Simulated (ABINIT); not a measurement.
Wanted: the native input for an ABINIT 10.8.3 (patched build) run.

- Task: equation of state
- Functional: PBE
- Potentials or basis: JTH PAW PBE v2.0
- Cutoff: 544 eV
- k mesh: 10 × 10 × 3
- Occupations: fermi-dirac, width 0.05 eV
- Spin: no spin polarisation
- Fine-grid cutoff: 1088.46 eV

Crystal: MoS2.

```
Mo S
1.0
     3.16900    0.00000    0.00000
    -1.58450    2.74443    0.00000
     0.00000    0.00000   12.32400
Mo S
2 4
Direct
  0.66667 0.33333 0.75000
  0.33333 0.66667 0.25000
  0.66667 0.33333 0.37700
  0.33333 0.66667 0.87700
  0.66667 0.33333 0.12300
  0.33333 0.66667 0.62300
```

The input as run:

run.abi

```
# Datasets: one volume each
ndtset 7
getwfk -1
scalecart1 3*0.9795861087
scalecart2 3*0.9864848297
scalecart3 3*0.9932883884
scalecart4 3*1.0000000000
scalecart5 3*1.0066227096
scalecart6 3*1.0131594038
scalecart7 3*1.0196128224

# Pseudopotentials
pp_dirpath "./"
pseudos "Mo.GGA_PBE-JTH.xml, S.GGA_PBE-JTH.xml"

# Structure
acell 3*1.0 Angstrom
rprim
     3.1690000000     0.0000000000     0.0000000000
    -1.5845000000     2.7444345046     0.0000000000
     0.0000000000     0.0000000000    12.3240000000
ntypat 2
znucl 42 16
natom 6
typat 1 1 2 2 2 2
xred
     0.6666666667     0.3333333333     0.7500000000
     0.3333333333     0.6666666667     0.2500000000
     0.6666666667     0.3333333333     0.3770000000
     0.3333333333     0.6666666667     0.8770000000
     0.6666666667     0.3333333333     0.1230000000
     0.3333333333     0.6666666667     0.6230000000

# Plane-wave basis
ecut 20.0
pawecutdg 40.0
pawxcdev 0

# k points
kptopt 1
ngkpt 10 10 3
nshiftk 1
shiftk 0.0 0.0 0.0

# Exchange and correlation
ixc 11

# Bands and occupations
nband 32
occopt 3
tsmear 0.00183747

# SCF cycle
nstep 100
tolvrs 1.0e-9

# Output
iomode 3
prtwf 1
prtden 0
prteig 0
prtebands 0
enunit 1
```

Potentials or basis: JTH PAW PBE v2.0.

The run is started by

```sh
$ abinit run.abi > log 2>&1
```

It gave:

| Property | Result |
| --- | --- |
| Equilibrium volume | 18.12 Å³/atom |
| Bulk modulus at fixed shape and positions | 144 GPa |
| Pressure derivative of the bulk modulus | 4.2 |

Caveat: pressures at fixed basis lie under the slope of the energies; the cell was scaled at fixed shape and fractional positions, which overstates the stiffness of a crystal with free parameters, most of all of layers and chains; this functional lacks dispersion, which binds the layers, so the pressure and a relaxed spacing across them are unreliable.

It took 14 min on 1 thread of Arm Neoverse V1, on a shared host, peak memory 0.25 GiB.
